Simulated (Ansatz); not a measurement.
## Pressure against volume: Rh

```yaml
crystal:
  lattice:
    - [-1.53523, 1.53523, 1.53523]
    - [1.53523, -1.53523, 1.53523]
    - [1.53523, 1.53523, -1.53523]
  atoms:
    - { symbol: Rh, position: [0.00000, 0.00000, 0.00000] }
```

The cell was built from the bcc type and relaxed in the same program, and has space group Im-3m; it needn't be a known or the stable phase.

Spin polarisation is left out, and whether a magnetic state lies lower isn't shown here.

Methods: DFT, PBE, all-electron LAPW, scalar-relativistic (Ansatz 0.2.0); DFT, PBE, PAW with Ansatz's default frozen-core files, scalar-relativistic (Ansatz 0.2.0).

For LAPW: a Γ-centred 16×16×16 k mesh, Fermi–Dirac smearing of 0.05 eV, basis error target 0.5 meV/atom, no spin polarisation. PAW takes a cutoff of 420 eV at this cell. The Ansatz runs share mesh, smearing and spin set-up. Plane-wave (PAW) pressures include the program's estimate of the Pulay term.

The cell above is scaled evenly, with fractional coordinates and shape held.

```csv
V/V(cell),V (Å³/atom),"P, LAPW (GPa)","P, PAW (GPa)","free energy over the lowest listed, PAW (meV/atom)"
0.9500,13.750,13.60,13.67,29.3
0.9750,14.112,6.25,6.32,7.0
1.0000,14.474,-0.05,0.01,0.0
1.0250,14.835,-5.45,-5.40,6.3
1.0500,15.197,-10.08,-10.03,23.8
```

Task: What do Birch–Murnaghan fits to the pressures give?

Result: LAPW: V0 = 14.47 Å³/atom, B0 = 233 GPa, B0′ = 5.1; PAW: V0 = 14.47 Å³/atom, B0 = 233 GPa, B0′ = 5.1.

PAW's V0 lies 0.02 % from the all-electron value and its B0 0.0 %. Symmetry fixes shape and coordinates here, so this is the relaxed modulus.
